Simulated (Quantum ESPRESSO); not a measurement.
PtS2:

```xyz
3
Lattice="3.5432 0.0000 0.0000 -1.7716 3.0685 0.0000 0.0000 0.0000 5.0388" Properties=species:S:1:pos:R:3 pbc="T T T"
Pt    0.0000    0.0000    0.0000
S     1.7716    1.0228    3.8950
S     0.0000    2.0457    1.1438
```

Base run:

| Quantity | Value |
| --- | --- |
| Program | Quantum ESPRESSO 7.5 |
| Functional | WC |
| Potentials or basis | GBRV 1.5 PBE |
| Cutoff | 612 eV |
| Density cutoff | 4898 eV |
| k mesh | 8 × 8 × 4, shifted |
| Occupations | fermi-dirac, width 0.05 eV |
| Spin | no spin polarisation |

Its results: pressure 7.1 GPa; largest force 1.081 eV/Å; electronic dielectric tensor (diagonal) 18.97, 18.97, 9.51.

**Question.** After a change of settings the same cell gave: pressure 19.3 GPa; largest force 1.863 eV/Å; electronic dielectric tensor (diagonal) 17.96, 17.96, 8.77. Which change was it?
A. functional from WC to BLYP
B. functional from WC to AM05
C. functional from WC to PBEsol; potentials or basis from GBRV 1.5 PBE to GBRV 1.5 PBEsol
D. functional from WC to LDA; potentials or basis from GBRV 1.5 PBE to GBRV 1.5 LDA

**Answer.** A.

BLYP binds less tightly than WC, so the same cell stands under more pressure.

Caveats: the potentials were made for another functional, which shifts forces and pressure; the cell is more than 3 GPa from zero pressure, which shifts response properties.

Runs at the PBE level aren't shown here.
